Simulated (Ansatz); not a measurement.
Crystal: Pd.

```
CELL_PARAMETERS angstrom
-1.57228 1.57228 1.57228
1.57228 -1.57228 1.57228
1.57228 1.57228 -1.57228
ATOMIC_POSITIONS crystal
Pd 0.00000 0.00000 0.00000
```

This isn't the form of Pd at room conditions, which is fcc.

A run of Ansatz 0.2.0 on this cell left the log below. Logs are shortened: lines on timing, memory, paths and dates and some standing lists are left out, and cuts for length are marked.

```text
Warning: RAYON_NUM_THREADS=2 ignored (pool sized by the plan → 2); use --threads N
Engine: ansatz 0.2.0, aarch64-unknown-linux-gnu
Pseudopotentials: kind: paw
Pseudopotential: Pd, paw, valence charge 18, recommended cutoff 420 eV (normal), Pd.paw.azcp
Functional definition: PBE
  parameter kappa = 0.804
  parameter beta = 0.06672455060314922
  exchange = pbe_x(kappa = kappa, mu = beta*pi^2/3)
  correlation = pbe_c(beta = beta)
Crystal: 1 atoms, lattice volume = 15.547 Å³
Basis set: ecut = 420 eV, 321 PW (Γ), exchange–correlation on 40×40×40 points (8 copies of the dense FFT grid, shifted against one another)
Bands: 13, of which v1, the nominal top of the filled ones, is band 9 counted from 1 (8 counted from 0)
Symmetry: 48 space group operations
Space group: Im-3m (ITA 229), of the structure as read, at distance tolerance 2.5e-5 Å
k-points: 72 of 1728
Non-local potential: Pd, projectors of the file, l = 0: 2, l = 1: 2, l = 2: 2, l = 3: 1
PAW form: soft (Blöchl's): semilocal exchange-correlation on the pseudo side does not see the compensation charge
PAW one-centre angular grid: Pd, 590 points (default); XC on 64 Gauss nodes
Initial density: superposition of atomic densities (neutral atoms: chi_scale 0, normalization atom), corrected by the library's trained network
Initial wavefunctions: pseudopotential atomic-orbital guess
Functional: x = pbe(κ = 0.804, μ = 0.2195149727645171), c = pbe(β = 0.06672455060314922)
SCF iter   1: F=—  HF=-6972.806460 eV  |F-HF|=—  |Δ(HF+E_count)|=         —  Δρ=5.53e-3  dr2=1.75e-3  ethr=1.77e-3  ⟨swp⟩=5.9  Hψ=5300  notcnv=0
preconditioner: auto → none  [metal: Δε(μ)=0.010 eV  Ē_g=13.672 eV  σ=0.017 eV  W_gap=0.32  n_scr=0 (ndim 8)  ℏωp=29.8 eV  f_vac=0.000  D(μ)=2.62/eV (n_scr^D=42)]
SCF iter   2: F=—  HF=-6972.806735 eV  |F-HF|=—  |Δ(HF+E_count)|=   2.74e-4  Δρ=2.37e-3  dr2=3.90e-4  ethr=9.71e-6  ⟨swp⟩=2.1  Hψ=2129  notcnv=0  defer=15
SCF iter   3: F=—  HF=-6972.806700 eV  |F-HF|=—  |Δ(HF+E_count)|=   3.46e-5  Δρ=1.30e-3  dr2=4.79e-5  ethr=2.17e-6  ⟨swp⟩=2.1  Hψ=1332  notcnv=0  defer=15
SCF iter   4: F=—  HF=-6972.806736 eV  |F-HF|=—  |Δ(HF+E_count)|=   3.63e-5  Δρ=2.95e-4  dr2=2.27e-6  ethr=2.66e-7  ⟨swp⟩=1.9  Hψ=1131  notcnv=0  defer=15
iter 5 did not close the SCF: its close was put off for the readings that it lacked (scf_convergence_deferred on its scf_iter line)
SCF iter   5: F=-6972.806740 eV  HF=-6972.806740 eV  |F-HF|=6.61e-8  |Δ(HF+E_count)|=   3.72e-6  Δρ=3.14e-5  dr2=3.10e-8  ethr=1.26e-8  ⟨swp⟩=2.3  Hψ=1174  notcnv=0  defer=15
SCF iter   6: F=-6972.806740 eV  HF=-6972.806740 eV  |F-HF|=1.27e-10  |Δ(HF+E_count)|=   7.21e-8  Δρ=1.72e-6  dr2=1.22e-10  ethr=1.72e-10  ⟨swp⟩=2.5  Hψ=3237  notcnv=0
SCF 1 converged in 6 iterations: F = -6972.806740 eV  dr2 = 1.22e-10
  greatest PAW one-centre occupation: 0.999 electrons in one spin orbital (limit 2), on the Pd atom at site 0 (counted from 0), in its partial waves of l = 0
SCF converged after 6 iterations
Free energy (F): -6972.806740 eV
Harris-Foulkes:  -6972.806740 eV  (|F-HF|=1.27e-10)
Internal energy: -6972.806356 eV  (E = F + TS)
E sigma→0 (E₀):  -6972.806548 eV
Entropy (-TS):   -0.000384 eV (-0.384 meV/atom)
Fermi energy:    18.414297 eV
--- Per-component energies (eV) ---
  E_band       = -157.235092
  E_kinetic    = 513.139706
  E_local      = -1822.854202  (includes V_loc(G=0)·N_el)
  E_nonlocal   = 217.373476
  E_hartree    = 737.919044
  E_xc         = -168.344950
  E_vxc        = -211.168887  (∫ρ·V_xc dr)
  E_paw        = -3750.333003  (= ΣΔE_a)
  E_vpaw       = -329.563097  (= ΣTr[D̂ρ^β])
  E_aug_tail   = 0.000172  (compensation charges beyond the density's cutoff)
  E_ewald      = -2699.706598
  E_smearing   = -0.000384  (= −TS)
  E_closure    = -0.000000  (closes the sum)
  Σ components = -6972.806740   (vs F -6972.806740, Δ=0.00e0)
--- Forces (eV/Å), atoms counted from 1 ---
  atom   1  Pd    -0.00000000     0.00000000    -0.00000000
  max |Σ_I F_I| component: 4.31e-32 eV/Å
--- Stress (GPa, compression-positive) ---
       -1.238979       0.000000      -0.000000
        0.000000      -1.238979       0.000000
       -0.000000      -0.000000      -1.238979
  P = ⅓ Tr σ = -1.2390 GPa (-12.390 kbar)
--- Band table (eV; the first three rows and the last of 72) ---
  k-point 0: bands = ["-65.4839", "-31.0183", "-31.0183", "-31.0183", "11.7051", "15.7180", "15.7180", "15.7180", "17.5610", "17.5610", "37.5240", "37.5240", "37.5240"]
  k-point 1: bands = ["-65.4808", "-31.0420", "-31.0265", "-31.0181", "11.9590", "15.6357", "15.7215", "15.8937", "17.4681", "17.5673", "37.3181", "37.5396", "37.8152"]
  k-point 2: bands = ["-65.4722", "-31.1065", "-31.0490", "-31.0178", "12.6509", "15.4176", "15.7365", "16.3971", "17.3032", "17.5901", "36.1063", "37.1449", "38.6197"]
  k-point 71: bands = ["-65.4005", "-31.2766", "-31.2766", "-31.2766", "13.6175", "13.6175", "18.6472", "18.6472", "18.6472", "27.5005", "27.5005", "27.5005", "35.2024"]
```

Question: Write the input and the command behind it.

Answer: Single point with PBE, no spin polarisation. The files as run (others can give the same):

input.yaml
```yaml
crystal:
  lattice:
    - [-1.572281, 1.572281, 1.572281]
    - [1.572281, -1.572281, 1.572281]
    - [1.572281, 1.572281, -1.572281]
  atoms:
    - { symbol: Pd, position: [0.0, 0.0, 0.0] }
hamiltonian:
  xc: pbe
  pseudopotentials: { kind: paw }
kpoints:
  mp_grid: { grid: [12, 12, 12] }
scf:
  occupations: { method: gaussian, width: 0.017 }
output:
  forces: true
  stress: true
  eigenvalues: true
```

Potentials or basis: Ansatz PAW.
Run with:
```console
$ ansatz run input.yaml --threads 2 --pin off --max-ram 5632MiB --backend cpu --events-out ev --progress --plain --runs-dir out
```
